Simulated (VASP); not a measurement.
## Si: single point with PBE

The system is Si.

```
Si
1.0
    -1.92564   -3.33531    0.00000
     0.00000    0.00000   -6.36502
     5.77692   -3.33531    0.00000
Si
8
Direct
  0.00000 0.93707 0.33333
  0.50000 0.93707 0.83333
  0.00000 0.43707 0.66667
  0.50000 0.43707 0.16667
  0.00000 0.56293 0.33333
  0.50000 0.56293 0.83333
  0.00000 0.06293 0.66667
  0.50000 0.06293 0.16667
```

This isn't the form of Si at room conditions, which is diamond.

```
Program                : VASP 6.6.1
Task                   : single point
Functional             : PBE
Potentials or basis    : VASP PAW PBE potentials, release 64 (Si)
Cutoff                 : 520 eV
k mesh                 : 8 × 6 × 6
Occupations            : gaussian, width 0.1 eV
Spin                   : no spin polarisation
Dipole correction      : no
Further INCAR settings : ALGO = Fast; EDIFF = 1e-06; NBANDS = 26
```

```
Pressure               : -0.1 GPa
Band gap on the k mesh : 0.45 eV
```

Levels at points of the mesh, in eV from the valence-band top:
```csv
k point,band 12,band 13,band 14,band 15,band 16,band 17,band 18,band 19,band 20,band 21
"(0.00, 0.00, 0.00)",-1.49,-1.42,-0.33,0.00,0.00,0.45,0.99,2.02,2.02,2.32
"(0.50, 0.00, 0.00)",-4.32,-2.71,-2.71,-2.57,-2.57,1.42,1.42,3.79,3.79,4.20
"(0.00, 0.50, 0.00)",-2.38,-0.91,-0.91,-0.91,-0.91,0.92,0.92,1.70,1.70,1.77
"(0.50, 0.50, 0.00)",-3.82,-2.23,-2.23,-2.23,-2.23,1.81,1.81,1.81,1.81,4.08
"(0.00, 0.00, 0.50)",-2.42,-1.36,-1.36,-0.86,-0.86,1.06,1.06,2.96,2.96,3.03
"(0.50, 0.00, 0.50)",-3.00,-2.92,-2.92,-1.42,-1.42,0.45,0.45,2.33,2.33,3.02
"(0.00, 0.50, 0.50)",-2.85,-1.80,-1.80,-1.80,-1.80,1.54,1.54,1.54,1.54,3.52
"(0.50, 0.50, 0.50)",-2.41,-2.38,-2.38,-2.38,-2.38,0.92,0.92,0.92,0.92,1.70
```

Run time: 4.9 min on 1 thread of Intel(R) Xeon(R) Platinum 8488C (Sapphire Rapids), with other jobs on the host, peak memory 0.38 GiB.

A k mesh can miss the band edges. A hybrid or GW would open this gap; PBE tends to underestimate it.
